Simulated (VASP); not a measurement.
AlAs:

```
Al As
1.0
     0.00000    2.83040    2.83040
     2.83040    0.00000    2.83040
     2.83040    2.83040    0.00000
Al As
1 1
Direct
  0.00000 0.00000 0.00000
  0.25000 0.25000 0.25000
```

Base run:

| Property | Result |
| --- | --- |
| Program | VASP 6.6.1 |
| Functional | PBEsol |
| Potentials or basis | VASP PAW PBE potentials, release 64 (Al, As) |
| Cutoff | 250 eV |
| k mesh | 7 × 7 × 7 |
| Occupations | fermi-dirac, width 0.02 eV |
| Spin | no spin polarisation |

Its results: band gap on the k mesh 1.43 eV, indirect (least direct gap 1.98 eV).

After a change of settings the same cell gave: band gap on the k mesh 2.33 eV, indirect (least direct gap 2.96 eV). Which change was it?
A. functional from PBEsol to LDA; potentials or basis from VASP PAW PBE potentials, release 64 (Al, As) to VASP PAW LDA potentials, release 64 (Al, As); cutoff from 250 eV to 520 eV
B. functional from PBEsol to HSE06; cutoff from 250 eV to 520 eV; k mesh from 7 × 7 × 7 to 5 × 5 × 5
C. cutoff from 250 eV to 520 eV

B.

Caveats: an odd mesh through Γ misses points on the zone boundary, where band edges often lie.
